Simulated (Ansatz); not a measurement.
## As under changes of volume

One of the cells (21.530 Å³/atom); the others are scaled copies at fixed shape and fractional positions:

```
CELL_PARAMETERS angstrom
1.88080 1.08588 3.51406
-1.88080 1.08588 3.51406
0.00000 -2.17176 3.51406
ATOMIC_POSITIONS crystal
As 0.22600 0.22600 0.22600
As 0.77400 0.77400 0.77400
```

| Quantity | Value |
| --- | --- |
| Program | Ansatz 0.2.0 |
| Functional | PBE |
| Potentials or basis | PseudoDojo stringent (PBE files) |
| Cutoff | 1415 eV |
| Density cutoff | 5660 eV |
| k mesh | 9 × 9 × 9 |
| Occupations | fermi-dirac, width 0.05 eV |
| Spin | no spin polarisation |

```csv
volume (Å³/atom),energy over the lowest point (meV/atom),pressure (GPa),largest force (eV/Å)
20.239,64.36,9.6,0.881
20.669,41.55,7.4,0.718
21.100,24.21,5.5,0.566
21.530,11.83,3.7,0.423
21.961,3.94,2.1,0.290
22.392,?,?,?
22.822,0.00,-0.6,0.046
```

Q: What does the run at 22.392 Å³/atom give?

A: Energy over the lowest point 0.13 meV/atom; pressure 0.7 GPa; largest force 0.164 eV/Å.

Worked out: A Birch-Murnaghan fit of order 3 (a polynomial in V^(-2/3)) to the other rows has its minimum at 22.62 Å³/atom with B0 = V·E''(V) = 68 GPa and B' = 4.1 at fixed shape and positions, which overstates the stiffness. It gives 0.12 meV/atom at 22.392 Å³/atom, against the run's 0.13, and -dE/dV = 0.7 GPa, against 0.7.

Energies are extrapolated to zero smearing.
